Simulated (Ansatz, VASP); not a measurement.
# One calculation of Sc, two programs

Contents of INCAR:

```
SYSTEM = Sc
  PREC = Accurate
  ENCUT = 550
  EDIFF = 1E-7
  ISMEAR = 0
  SIGMA = 0.05
  LREAL = .False.
  LASPH = .True.
  NELM = 100
  ALGO = Normal
  ISIF = 2
  LWAVE = .False.
  LCHARG = .True.
  GGA = RP
  LELF = .True.
  LVHAR = .True.
  NBANDS = 18
```

KPOINTS

```
regular mesh
0
Gamma
  9 9 5
  0 0 0
```

The input POSCAR:

```
Sc
3.309
    1.000000000000      0.000000000000      0.000000000000
   -0.500000000000      0.866025403778      0.000000000000
    0.000000000000      0.000000000000      1.593623451194
Sc
2
Direct
    0.6666666667      0.3333333333      0.7500000000
    0.3333333333      0.6666666667      0.2500000000
```

input.yaml

```yaml
crystal:
  lattice:
    - [3.309, 0.0, 0.0]
    - [-1.6545, 2.8656780611, 0.0]
    - [0.0, 0.0, 5.2733]
  atoms:
    - { symbol: Sc, position: [0.6666666667, 0.3333333333, 0.75] }
    - { symbol: Sc, position: [0.3333333333, 0.6666666667, 0.25] }
hamiltonian:
  xc: rpbe
  pseudopotentials: { kind: paw }
kpoints:
  mp_grid: { grid: [9, 9, 5] }
scf:
  occupations: { method: gaussian, width: 0.05 }
output:
  forces: true
  stress: true
  eigenvalues: true
```

Alike in both runs: task single point; functional RPBE; k mesh 9 × 9 × 5; occupations gaussian, width 0.05 eV; no spin polarisation.

```csv
,VASP,Ansatz
version,VASP 6.6.1,Ansatz 0.2.0
potentials or method,"VASP PAW PBE potentials, release 64 (Sc_sv_GW)",Ansatz PAW
plane-wave cutoff (eV),550,420
valence electrons in the cell,22,22
```

```csv
,VASP,Ansatz,Ansatz less VASP
gap on the k mesh at the Fermi level (eV),none,none,-
pressure (GPa),0.6,1.3,+0.70
largest component of the traceless stress (GPa),0.99,0.99,0.000
```

A gap of «none» marks a metal or a gap that the smearing closes.

Caveats: the PAW data sets were made with another functional, which shifts forces and pressure a little (VASP); the PAW data sets come from PBE, with cores solved anew for the run's functional, which leaves a small shift of forces and pressure (Ansatz).
